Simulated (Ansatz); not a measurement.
Al₂Cu (I4/mcm), symmetry broken, then relaxed

Theory: DFT LDA, scalar-relativistic, plane waves, PAW in Ansatz 0.2.0. Cutoff 420 eV, Γ-centred 10×10×10 k-points, Gaussian smearing of 0.15 eV. No spin polarisation. Energies are free energies at this smearing, counted from the undisturbed cell; pressure is positive in compression.

Zero of the scan (relaxed at this level; it needn't be the usual structure):

```
CELL_PARAMETERS angstrom
-2.96609 2.96609 2.39295
2.96609 -2.96609 2.39295
2.96609 2.96609 -2.39295
ATOMIC_POSITIONS crystal
Al 0.15960 0.65960 0.81919
Al 0.65960 0.84040 0.50000
Al 0.84040 0.34040 0.18081
Al 0.34040 0.15960 0.50000
Cu 0.75000 0.75000 0.00000
Cu 0.25000 0.25000 0.00000
```

The atoms are displaced (Å, in the unstrained cell):

```tsv
atom	ux	uy	uz
Al1	0.007	0.014	-0.009
Al2	-0.012	-0.017	-0.018
Al3	-0.006	0.016	0.025
Al4	0.001	0.003	0.005
Cu5	0.000	0.005	-0.002
Cu6	0.010	-0.022	-0.001
```

The cell is strained by (0.0022, 0.0010, -0.0032, 0.0087, 0.0080, -0.0253) (xx, yy, zz, yz, xz, xy; engineering shear). Cell and atoms are then relaxed.

Does the relaxation return to the undisturbed structure?

Yes (up to a choice of domain or origin): same space group and volume, and an energy 0.0 meV/atom from it. The disturbance itself cost 4.3 meV/atom. The final space group reads I4/mcm (tolerance 0.05 Å) and the volume changes by 0.00 %.

Final structure:

```
Al Cu
1.0
    -2.96725    2.96750    2.39091
     2.96753   -2.96728    2.39099
     2.96722    2.96726   -2.39068
Al Cu
4 2
Direct
  0.15955 0.65955 0.81905
  0.65952 0.84047 0.50000
  0.84045 0.34045 0.18096
  0.34048 0.15952 0.50000
  0.75001 0.74999 0.00000
  0.24999 0.25001 0.00000
```

The relaxation, step by step (energy from the first step; small jumps at an unchanged geometry come where the plane waves are selected anew for the new cell):

```csv
step,ΔE (meV/atom),largest force component (eV/Å),pressure (GPa)
1,0.0,0.220,0.17
2,-3.4,0.105,0.16
3,-4.3,0.002,0.03
4,-4.3,0.002,0.03
5,-4.3,0.001,0.00
6,-4.3,0.001,0.00
```

Frames along the relaxation (Å, eV/Å):

```xyz
6
Lattice="-3.000 3.017 2.386 3.020 -2.996 2.384 2.925 2.921 -2.360" Properties=species:S:1:pos:R:3:forces:R:3 pbc="T T T" step=1
Al    3.916    0.912    0.011    0.074   -0.065    0.164
Al    2.010    0.916    2.379    0.157    0.045    0.087
Al   -0.971    2.060    2.416    0.055   -0.144   -0.220
Al    0.924    2.012    0.017   -0.076    0.048   -0.041
Cu    0.014    0.021    3.576   -0.047   -0.016    0.039
Cu    0.015   -0.017    1.192   -0.165    0.132   -0.030
6
Lattice="-2.975 2.989 2.388 2.988 -2.977 2.389 2.945 2.947 -2.374" Properties=species:S:1:pos:R:3:forces:R:3 pbc="T T T" step=2
Al    3.911    0.933    0.016    0.041   -0.028    0.047
Al    2.014    0.935    2.389    0.078    0.032    0.028
Al   -0.952    2.040    2.396    0.028   -0.080   -0.076
Al    0.935    2.020    0.007   -0.027    0.004   -0.004
Cu    0.006    0.014    3.582   -0.015   -0.020    0.022
Cu    0.014   -0.013    1.194   -0.105    0.091   -0.016
6
Lattice="-2.967 2.968 2.390 2.969 -2.967 2.391 2.966 2.966 -2.388" Properties=species:S:1:pos:R:3:forces:R:3 pbc="T T T" step=3
Al    3.914    0.946    0.003    0.000    0.000    0.001
Al    2.022    0.947    2.391    0.000    0.001    0.000
Al   -0.946    2.022    2.390    0.000   -0.001   -0.002
Al    0.946    2.021    0.001    0.000    0.000    0.000
Cu    0.001    0.002    3.585    0.001   -0.002    0.000
Cu    0.001    0.000    1.195   -0.001    0.002    0.000
6
Lattice="-2.967 2.968 2.390 2.969 -2.967 2.391 2.966 2.966 -2.388" Properties=species:S:1:pos:R:3:forces:R:3 pbc="T T T" step=4
Al    3.914    0.946    0.003    0.000    0.000    0.001
Al    2.022    0.947    2.391    0.000    0.001    0.000
Al   -0.946    2.022    2.390    0.000   -0.001   -0.001
Al    0.946    2.021    0.001    0.000    0.000    0.000
Cu    0.001    0.002    3.585    0.001   -0.002    0.000
Cu    0.001    0.000    1.195   -0.001    0.002    0.000
6
Lattice="-2.967 2.967 2.391 2.968 -2.967 2.391 2.967 2.967 -2.391" Properties=species:S:1:pos:R:3:forces:R:3 pbc="T T T" step=5
Al    3.914    0.947    0.000   -0.001   -0.001    0.000
Al    2.021    0.947    2.391    0.001   -0.001    0.000
Al   -0.947    2.021    2.391    0.001    0.001    0.000
Al    0.947    2.021    0.000   -0.001    0.001    0.000
Cu    0.000    0.000    3.586    0.000    0.000    0.000
Cu    0.000    0.000    1.195    0.000    0.000    0.000
6
Lattice="-2.967 2.967 2.391 2.968 -2.967 2.391 2.967 2.967 -2.391" Properties=species:S:1:pos:R:3:forces:R:3 pbc="T T T" step=6
Al    3.914    0.947    0.000   -0.001   -0.001    0.000
Al    2.021    0.947    2.391    0.001   -0.001    0.000
Al   -0.947    2.021    2.391    0.001    0.001    0.000
Al    0.947    2.021    0.000   -0.001    0.001    0.000
Cu    0.000    0.000    3.586    0.000    0.000    0.000
Cu    0.000    0.000    1.195    0.000    0.000    0.000
```

Cost: 3 runs of about 17 core-minutes in all, on Intel Xeon Platinum 8259CL (Skylake/Cascade Lake) (shared hosts).